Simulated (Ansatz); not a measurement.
## TePt in Ansatz: the effect of functional

Crystal: TePt.

```
CELL_PARAMETERS angstrom
1.96827 1.13638 6.61633
-1.96827 1.13638 6.61633
0.00000 -2.27276 6.61633
ATOMIC_POSITIONS crystal
Pt 0.12967 0.12967 0.12967
Pt 0.87033 0.87033 0.87033
Te 0.40200 0.40200 0.40200
Te 0.59800 0.59800 0.59800
```

The cell isn't the ideal one: volume scaled by 0.98.

Alike in all runs:

```yaml
Program: Ansatz 0.2.0
Task: single point
Potentials_or_basis: Ansatz PAW
k_mesh: 8 × 8 × 8
Occupations: fermi-dirac, width 0.05 eV
Spin: no spin polarisation
```

```csv
functional,cutoff,pressure (GPa),largest force (eV/Å)
LDA,420 eV (not typed: the program's choice for these potentials),-0.2,0.22
PBEsol,420 eV (not typed: the program's choice for these potentials),2.4,0.34
r2SCAN,500 eV (not typed: the program's choice for these potentials),?,?
```

Q: What does the run with functional r2SCAN give?

A: Pressure 5.6 GPa; largest force 0.38 eV/Å.

Caveats: the PAW data sets come from PBE, with cores solved anew for the run's functional, which leaves a small shift of forces and pressure.

Runs at the PBE level aren't shown here.
